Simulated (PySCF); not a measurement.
**Computed and reference excited states of `c1ccncc1` (pyridine)**

Published values to compare with (the computed states carry no symmetry labels, so the two lists aren't matched line by line):

```json
{"state": "3A1(π→π*, first)", "E (eV)": "3.86", "f": "", "kind of transition": "band maximum or as reported", "source": "[1]"}
{"state": "3B1(n→π*)", "E (eV)": "4.12", "f": "", "kind of transition": "band maximum or as reported", "source": "[1]"}
{"state": "3A1(π→π*)", "E (eV)": "4.25", "f": "", "kind of transition": "vertical absorption", "source": "[2]"}
{"state": "3A1(π→π*)", "E (eV)": "4.30", "f": "", "kind of transition": "vertical absorption", "source": "[3]"}
{"state": "3B1(n→π*)", "E (eV)": "4.46", "f": "", "kind of transition": "vertical absorption", "source": "[3]"}
{"state": "3B2(π→π*, first)", "E (eV)": "4.47", "f": "", "kind of transition": "band maximum or as reported", "source": "[1]"}
{"state": "1B1(n→π*)", "E (eV)": "4.78", "f": "", "kind of transition": "band maximum or as reported", "source": "[1]"}
{"state": "3B2(π→π*)", "E (eV)": "4.79", "f": "", "kind of transition": "vertical absorption", "source": "[3]"}
{"state": "3B2(π→π*)", "E (eV)": "4.86", "f": "", "kind of transition": "vertical absorption", "source": "[2]"}
{"state": "1B1(n→π*)", "E (eV)": "4.95", "f": "0.004", "kind of transition": "vertical absorption", "source": "[3]"}
{"state": "1B2(π→π*, first)", "E (eV)": "4.99", "f": "", "kind of transition": "band maximum or as reported", "source": "[1]"}
{"state": "3A1(π→π*)", "E (eV)": "5.04", "f": "", "kind of transition": "vertical absorption", "source": "[3]"}
{"state": "1B1(n→π*)", "E (eV)": "5.06", "f": "", "kind of transition": "vertical absorption", "source": "[2]"}
{"state": "3A1(π→π*)", "E (eV)": "5.06", "f": "", "kind of transition": "vertical absorption", "source": "[2]"}
{"state": "1B2(π→π*)", "E (eV)": "5.14", "f": "0.028", "kind of transition": "vertical absorption", "source": "[3]"}
{"state": "1B2(π→π*)", "E (eV)": "5.15", "f": "", "kind of transition": "vertical absorption", "source": "[2]"}
{"state": "3A2(n→π*)", "E (eV)": "5.36", "f": "", "kind of transition": "vertical absorption", "source": "[3]"}
{"state": "1A2(n→π*)", "E (eV)": "5.40", "f": "", "kind of transition": "band maximum or as reported", "source": "[1]"}
{"state": "3A2(n→π*)", "E (eV)": "5.40", "f": "", "kind of transition": "band maximum or as reported", "source": "[1]"}
{"state": "1A2(n→π*)", "E (eV)": "5.40", "f": "", "kind of transition": "vertical absorption", "source": "[3]"}
{"state": "3A2(n→π*)", "E (eV)": "5.46", "f": "", "kind of transition": "vertical absorption", "source": "[2]"}
{"state": "1A2(n→π*)", "E (eV)": "5.51", "f": "", "kind of transition": "vertical absorption", "source": "[2]"}
{"state": "3B2(π→π*, second)", "E (eV)": "6.09", "f": "", "kind of transition": "band maximum or as reported", "source": "[1]"}
{"state": "3B2(π→π*)", "E (eV)": "6.24", "f": "", "kind of transition": "vertical absorption", "source": "[3]"}
{"state": "1A1(n→3s)", "E (eV)": "6.25", "f": "", "kind of transition": "band maximum or as reported", "source": "[1]"}
{"state": "1A1(π→π*, first)", "E (eV)": "6.38", "f": "", "kind of transition": "band maximum or as reported", "source": "[1]"}
{"state": "1A1(π→π*)", "E (eV)": "6.62", "f": "0.010", "kind of transition": "vertical absorption", "source": "[3]"}
{"state": "1A1(n→3s)", "E (eV)": "6.76", "f": "0.011", "kind of transition": "vertical absorption", "source": "[3]"}
```

[1] measured, gas; Loos, Lipparini, Boggio-Pasqua, Scemama, Jacquemin (2019), arXiv:1912.04173, literature columns
[2] computed, CC3/TZVP, gas; arXiv:2401.06101 (2024), CC3 reference column of Thiel's set
[3] computed, theoretical best estimate (aug-cc-pVTZ, frozen core, CC3 geometry), gas; Veril, Scemama, Caffarel, Lipparini, Boggio-Pasqua, Jacquemin, Loos, WIREs Comput. Mol. Sci. 2021, 11, e1517 (QUESTDB)

Pyridine, C5H5N.
Bonds: C1–C2 (aromatic), C2–C3 (aromatic), C3–N4 (aromatic), N4–C5 (aromatic), C5–C6 (aromatic), C1–C6 (aromatic). Hydrogens: H7 on C1; H8 on C2; H9 on C3; H10 on C5; H11 on C6.

The calculation used PySCF, TDDFT wB97X-D/def2-SVPD, vertical, gas phase, core orbitals frozen in the response. Geometry: GFN2-xTB; no solvent, vibrations or thermal averaging.

Computed singlets: 5.03 eV (f 0.004); 5.34 eV (f 0.000); 5.70 eV (f 0.042); 6.54 eV (f 0.024); 7.58 eV (f 0.511); 7.59 eV (f 0.528); 7.80 eV (f 0.001); 7.80 eV (f 0.026). Computed triplets (Tamm–Dancoff): 4.37, 4.45, 4.77 eV.

Problem. How does the lowest computed singlet compare with the best estimate listed for the lowest singlet (vertical absorption)?

Solution. 5.03 eV against 4.95 eV for 1B1(n→π*) [3]: a difference of +0.08 eV. Geometry and basis of the two calculations needn't be the same.

Problem. How does the lowest computed triplet compare with the best estimate listed for the lowest triplet (vertical absorption)?

Solution. 4.37 eV against 4.30 eV for 3A1(π→π*) [3]: a difference of +0.07 eV. Geometry and basis of the two calculations needn't be the same.

A measured band maximum holds vibronic effects and, in solution, solvent shifts, so it needn't equal the vertical energy.

Hardware: one thread, x86-64 server (shared host). Cost: 13 s of wall time.
